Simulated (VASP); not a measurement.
# GaN in VASP: work function with PBEsol

Aim: the work function of GaN with PBEsol.

Program: VASP 6.6.1. These are calculated values, not measurements. Logs are shortened: lines on timing, memory, paths and dates and some standing lists are left out, and cuts for length are marked.

## Step 1: Starting point

The cell holds a slab with vacuum, 12 atoms: a = 3.180 Å, b = 5.166 Å, c = 22.426 Å, α = 90.00°, β = 90.00°, γ = 90.00°.

## Step 2: Work function, PBEsol

Input file INCAR:

```
PREC = Accurate
ENCUT = 520
EDIFF = 1E-7
ISMEAR = 0
SIGMA = 0.05
LREAL = False
LASPH = True
NELM = 60
ALGO = Normal
ISIF = 2
LWAVE = False
LCHARG = True
LDIPOL = True
IDIPOL = 3
DIPOL = 0.5 0.5 0.500
GGA = PS
LVHAR = True
LVACPOTAV = True
KPAR = 8
```

Input file KPOINTS:

```
Automatic mesh
0
Gamma
  8 6 1
```

Input file POSCAR:

```
GaN                                     
1.0
    3.1800000000      0.0000000000      0.0000000000
    0.0000000000      5.1660000000      0.0000000000
    0.0000000000      0.0000000000     22.4259084960
  Ga              N             
     6     6
Direct
     0.0000000000000000    0.0255800140630426    0.3694612935078304
     0.4999999998999982    0.4919151579816719    0.3925415113628798
     0.5000000000000000    0.9965738790010871    0.4825405812967805
     0.9999999998999982    0.4965738790010871    0.5174594187032197
     0.0000000000000000    0.9919151579816720    0.6074584886371203
     0.4999999998999982    0.5255800140630424    0.6305387064921697
     0.0000000000000000    0.3720397793050471    0.3573727134308586
     0.4999999998999982    0.8668310535522041    0.3969187629463608
     0.5000000000000000    0.3720601160969469    0.4793241226837365
     0.9999999998999982    0.8720601160969472    0.5206758773162633
     0.0000000000000000    0.3668310535522043    0.6030812370536393
     0.4999999998999982    0.8720397793050471    0.6426272865691413
```

Potentials or basis: VASP PAW PBE potentials, release 64 (Ga_d, N).

On the command line:

```sh
$ cat potpaw_PBE.64/Ga_d/POTCAR potpaw_PBE.64/N/POTCAR > POTCAR
$ mpirun -np 8 vasp_std > vasp.out
```

OUTCAR:

```text
PREC = Accurate
   ENCUT = 520
   EDIFF = 1E-7
   ISMEAR = 0
   LREAL = False
   LASPH = True
   NELM = 60
   ISIF = 2
   GGA = PS

 ion  position               nearest neighbor table
   1  0.000  0.026  0.369-   7 1.81   8 1.89   8 1.89
   2  0.500  0.492  0.393-   7 1.88   7 1.88   8 1.94   9 2.04
   3  0.500  0.997  0.483-  10 1.92  10 1.92   9 1.94   8 2.03
   4  1.000  0.497  0.517-   9 1.92   9 1.92  10 1.94  11 2.03
   5  0.000  0.992  0.607-  12 1.88  12 1.88  11 1.94  10 2.04
   6  0.500  0.526  0.631-  12 1.81  11 1.89  11 1.89
   7  0.000  0.372  0.357-   1 1.81   2 1.88   2 1.88
   8  0.500  0.867  0.397-   1 1.89   1 1.89   2 1.94   3 2.03
   9  0.500  0.372  0.479-   4 1.92   4 1.92   3 1.94   2 2.04
  10  1.000  0.872  0.521-   3 1.92   3 1.92   4 1.94   5 2.04
  11  0.000  0.367  0.603-   6 1.89   6 1.89   5 1.94   4 2.03
  12  0.500  0.872  0.643-   6 1.81   5 1.88   5 1.88

  LATTYP: Found a simple orthorhombic cell.
 ALAT       =     3.1800000000
 B/A-ratio  =     1.6245283019
 C/A-ratio  =     7.0521724830

  Lattice vectors:

 A1 = (   3.1800000000,   0.0000000000,   0.0000000000)
 A2 = (   0.0000000000,   5.1660000000,   0.0000000000)
 A3 = (   0.0000000000,   0.0000000000,  22.4259084960)

Analysis of symmetry for initial positions (statically):
=====================================================================
 Subroutine PRICEL returns:
 Original cell was already a primitive cell.

 Routine SETGRP: Setting up the symmetry group for a
 simple orthorhombic supercell.

 Subroutine GETGRP returns: Found  4 space group operations
 (whereof  2 operations were pure point group operations)
 out of a pool of  8 trial point group operations.

The static configuration has the point symmetry C_1h.
 The point group associated with its full space group is C_2v.

Analysis of symmetry for dynamics (positions and initial velocities):
=====================================================================
 Subroutine PRICEL returns:
 Original cell was already a primitive cell.

 Routine SETGRP: Setting up the symmetry group for a
 simple orthorhombic supercell.

 Subroutine GETGRP returns: Found  4 space group operations
 (whereof  2 operations were pure point group operations)
 out of a pool of  8 trial point group operations.

The dynamic configuration has the point symmetry C_1h.
 The point group associated with its full space group is C_2v.

 Subroutine INISYM returns: Found  4 space group operations
 (whereof  2 operations are pure point group operations),
 and found     1 'primitive' translations

----------------------------------------------------------------------------------------

                                     Primitive cell

  volume of cell :     368.4101

  direct lattice vectors                    reciprocal lattice vectors
     3.180000000  0.000000000  0.000000000     0.314465409  0.000000000  0.000000000
     0.000000000  5.166000000  0.000000000     0.000000000  0.193573364  0.000000000
     0.000000000  0.000000000 22.425908496     0.000000000  0.000000000  0.044591282

  length of vectors
     3.180000000  5.166000000 22.425908496     0.314465409  0.193573364  0.044591282

  position of ions in fractional coordinates (direct lattice)
     0.000000000  0.025580014  0.369461294
     0.500000000  0.491915158  0.392541511
     0.500000000  0.996573879  0.482540581
     1.000000000  0.496573879  0.517459419
     0.000000000  0.991915158  0.607458489
     0.500000000  0.525580014  0.630538706
     0.000000000  0.372039779  0.357372713
     0.500000000  0.866831054  0.396918763
     0.500000000  0.372060116  0.479324123
     1.000000000  0.872060116  0.520675877
     0.000000000  0.366831054  0.603081237
     0.500000000  0.872039779  0.642627287

  ion indices of the primitive-cell ions
   primitive index   ion index
                 1           1
                 2           2
                 3           3
                 4           4
                 5           5
                 6           6
                 7           7
                 8           8
                 9           9
                10          10
                11          11
                12          12

----------------------------------------------------------------------------------------

 KPOINTS: Automatic mesh

Automatic generation of k-mesh.
 Grid dimensions read from file:
 generate k-points for:    8    6    1

 Generating k-lattice:

  Cartesian coordinates                     Fractional coordinates (reciprocal lattice)
     0.039308176  0.000000000  0.000000000     0.125000000  0.000000000  0.000000000
     0.000000000  0.032262227  0.000000000     0.000000000  0.166666667  0.000000000
     0.000000000  0.000000000  0.044591282     0.000000000  0.000000000  1.000000000

  Length of vectors
     0.039308176  0.032262227  0.044591282

  Shift w.r.t. Gamma in fractional coordinates (k-lattice)
     0.000000000  0.000000000  0.000000000

 Subroutine IBZKPT returns following result:
 ===========================================

 Found     20 irreducible k-points:

 Following reciprocal coordinates:
            Coordinates               Weight
  0.000000  0.000000  0.000000      1.000000
  0.125000  0.000000  0.000000      2.000000
  0.250000  0.000000  0.000000      2.000000
  0.375000  0.000000  0.000000      2.000000
  0.500000  0.000000  0.000000      1.000000
  0.000000  0.166667  0.000000      2.000000
[... 12 lines left out ...]
  0.375000  0.500000  0.000000      2.000000
  0.500000  0.500000  0.000000      1.000000
   k-points           NKPTS =     20   k-points in BZ     NKDIM =     20   number of bands    NBANDS=     64
   number of dos      NEDOS =    301   number of ions     NIONS =     12
   total plane-waves  NPLWV = 161280
   dimension x,y,z NGX =    24 NGY =   40 NGZ =  168
   dimension x,y,z NGXF=    48 NGYF=   80 NGZF=  336
   ions per type =               6   6
   NGX,Y,Z   is equivalent  to a cutoff of  12.55, 12.87, 12.45 a.u.
   NGXF,Y,Z  is equivalent  to a cutoff of  25.09, 25.74, 24.91 a.u.
 SYSTEM =  unknown system
   PREC   = accura    normal or accurate (medium, high low for compatibility)
   ISTART =      0    job   : 0-new  1-cont  2-samecut
   ICHARG =      2    charge: 1-file 2-atom 10-const
   ISPIN  =      1    spin polarized calculation?
   LNONCOLLINEAR =      F non collinear calculations
   LSORBIT =      F    spin-orbit coupling
   LASPH  =      T    aspherical Exc in radial PAW
   ENCUT  =  520.0 eV  38.22 Ry    6.18 a.u.   5.91  9.61 41.70*2*pi/ulx,y,z
   NELM   =     60;   NELMIN=  2; NELMDL= -5     # of ELM steps
   EDIFF  = 0.1E-06   stopping-criterion for ELM
   LREAL  =      F    real-space projection
   EDIFFG = 0.1E-05   stopping-criterion for IOM
   NSW    =      0    number of steps for IOM
   IBRION =     -1    ionic relax: 0-MD 1-quasi-New 2-CG
   NFREE  =      0    steps in history (QN), initial steepest desc. (CG)
   ISIF   =      2    stress and relaxation
   ISYM   =      2    0-nonsym 1-usesym 2-fastsym
   POTIM  = 0.5000    time-step for ionic-motion
   TEBEG  =    0.0;   TEEND  =   0.0 temperature during run
   PSTRESS=    0.0 pullay stress
   NELECT =     108.0000    total number of electrons
   NUPDOWN=      -1.0000    fix difference up-down
   EMIN   =  10.00;   EMAX   =-10.00  energy-range for DOS
   EFERMI =   0.00;   METHOD = LEGACY
   ISMEAR =     0;   SIGMA  =   0.05  broadening in eV -4-tet -1-fermi 0-gaus
   EFERMI_NEDOS =   21; number of points for ismear=-14 and -15
   IALGO  =     38    algorithm
   IMIX   =      4    mixing-type and parameters
     AMIX     =   0.40;   BMIX     =  1.00
     AMIX_MAG =   1.60;   BMIX_MAG =  1.00
  volume/ion in A,a.u.               =      30.70       207.18
  Fermi-wavevector in a.u.,A,eV,Ry     =   1.087524  2.055123 16.091729  1.182709
  Thomas-Fermi vector in A             =   2.223685
   LORBIT       =      0    0 simple, 1 ext, 2 COOP (PROOUT), +10 PAW based schemes
   GGA     = PS    functional components
   LHFCALC =     F    Hartree Fock is set to
   AEXX    =    0.0000 exact exchange contribution
   IVDW    =     0    specifies the selected vdW correction
   LEPSILON=     F    determine dielectric tensor
   LRPA    =     F    only Hartree local field effects (RPA)
 non-spin polarized calculation
 Gauss-broadening in eV      SIGMA  =   0.05
  energy-cutoff  :      520.00
  volume of cell :      368.41
 maximum number of plane-waves:      9976
 NGX is ok and might be reduce to    24
   NGX = 11   NGY = 19   NGZ = 83

 dipolmoment           0.000000      0.000000      0.000000 electrons x Angstroem

 number of electron     107.9999982 magnetization

 dipolmoment           0.000000      0.000000     -0.000000 electrons x Angstroem

 Free energy of the ion-electron system (eV)
  ---------------------------------------------------
  ext. energy  EPLUGINS =         0.00000000
  ---------------------------------------------------
  free energy    TOTEN  =       -75.17904452 eV

  energy without entropy =      -75.17904452  energy(sigma->0) =      -75.17904452

 E-fermi :  -1.4631     XC(G=0):  -4.9915

 val. band max:       -1.6752552881   @ k =   0.1250   0.0000   0.0000
 cond. band min:      -0.0166679937   @ k =   0.0000   0.0000   0.0000
 fundamental gap:      1.6585872944
 Fermi energy:        -1.4630740598

 k-point     1 :       0.0000    0.0000    0.0000
  band No.  band energies     occupation
      1     -17.7870      2.00000
      2     -17.5280      2.00000
      3     -17.0501      2.00000
      4     -16.7541      2.00000
      5     -16.6069      2.00000
      6     -16.5686      2.00000
[... 56 lines left out ...]
     63       4.1404      0.00000
     64       4.4896      0.00000

 k-point     2 :       0.1250    0.0000    0.0000
  band No.  band energies     occupation
      1     -17.6827      2.00000
      2     -17.4521      2.00000
      3     -16.9942      2.00000
      4     -16.7283      2.00000
      5     -16.5855      2.00000
      6     -16.5554      2.00000
[... 56 lines left out ...]
     63       4.6852      0.00000
     64       4.7457      0.00000

 k-point     3 :       0.2500    0.0000    0.0000
  band No.  band energies     occupation
      1     -17.4335      2.00000
      2     -17.2806      2.00000
      3     -16.8666      2.00000
      4     -16.6780      2.00000
      5     -16.5379      2.00000
      6     -16.5253      2.00000
[... 1128 lines left out ...]
     63       6.0120      0.00000
     64       6.0120      0.00000

 k-point    20 :       0.5000    0.5000    0.0000
  band No.  band energies     occupation
      1     -17.0586      2.00000
      2     -17.0586      2.00000
      3     -16.6409      2.00000
      4     -16.6409      2.00000
      5     -16.4505      2.00000
      6     -16.4505      2.00000
[... 56 lines left out ...]
     63       6.0764      0.00000
     64       6.0856      0.00000

------------------------ aborting loop because EDIFF is reached ----------------------------------------

  FORCE on cell =-STRESS in cart. coord.  units (eV):
  Direction    XX          YY          ZZ          XY          YZ          ZX
  --------------------------------------------------------------------------------------
  -------------------------------------------------------------------------------------
  Total        4.2335521      3.7547354      0.1450135      0.0000000      0.0000000      0.0000000
  in kB       18.4112777     16.3289536      0.6306485      0.0000000      0.0000000      0.0000000
  external PRESSURE =      11.7902933 kB  Pullay stress =       0.0000000 kB

 VOLUME and BASIS-vectors are now :
 -----------------------------------------------------------------------------
  energy-cutoff  :      520.00
  volume of cell :      368.41
      direct lattice vectors                 reciprocal lattice vectors
     3.180000000  0.000000000  0.000000000     0.314465409  0.000000000  0.000000000
     0.000000000  5.166000000  0.000000000     0.000000000  0.193573364  0.000000000
     0.000000000  0.000000000 22.425908496     0.000000000  0.000000000  0.044591282

 POSITION                                       TOTAL-FORCE (eV/Angst)
 -----------------------------------------------------------------------------------
      0.00000      0.13215      8.28551         0.000000      0.006897     -0.012130
      1.59000      2.54123      8.80310         0.000000      0.001501     -0.006244
      1.59000      5.14830     10.82141         0.000000     -0.007760     -0.010204
      3.18000      2.56530     11.60450         0.000000     -0.007760      0.010204
      0.00000      5.12423     13.62281         0.000000      0.001501      0.006244
      1.59000      2.71515     14.14040         0.000000      0.006897      0.012130
      0.00000      1.92196      8.01441         0.000000     -0.005556     -0.011755
      1.59000      4.47805      8.90126         0.000000     -0.000089     -0.009164
      1.59000      1.92206     10.74928         0.000000      0.005008     -0.010149
      3.18000      4.50506     11.67663         0.000000      0.005008      0.010149
      0.00000      1.89505     13.52464         0.000000     -0.000089      0.009164
      1.59000      4.50496     14.41150         0.000000     -0.005556      0.011755
 -----------------------------------------------------------------------------------
    total drift:                                0.000001      0.000133      0.000004

  FREE ENERGIE OF THE ION-ELECTRON SYSTEM (eV)
  ---------------------------------------------------
  free  energy   TOTEN  =       -75.1790445187 eV

  energy  without entropy=      -75.1790445187  energy(sigma->0) =      -75.17904452

 vacuum level on the upper side and lower side of the slab         4.070         4.070
```

It took 2.5 min on 8 MPI ranks of Intel Xeon Platinum 8488C (Sapphire Rapids), shared host; peak memory 0.63 GiB.

What came out:

| Property | Result |
| --- | --- |
| Free energy | -75.1790 eV |
| Largest force | 0.014 eV/Å |
| Band gap on the k mesh | 1.66 eV, indirect (least direct gap 1.66 eV) |
| Ionisation potential of the upper face | 5.75 eV |

Forces on the atoms (eV/Å):
```
Ga   0.000  0.007 -0.012
Ga   0.000  0.002 -0.006
Ga   0.000 -0.008 -0.010
Ga   0.000 -0.008  0.010
Ga   0.000  0.002  0.006
Ga   0.000  0.007  0.012
N    0.000 -0.006 -0.012
N    0.000  0.000 -0.009
N    0.000  0.005 -0.010
N    0.000  0.005  0.010
N    0.000  0.000  0.009
N    0.000 -0.006  0.012
```

Caveat: the PAW data sets were made with another functional, which shifts forces and pressure a little. Expect the measured gap to be larger: semilocal functionals such as PBEsol lack the derivative discontinuity.
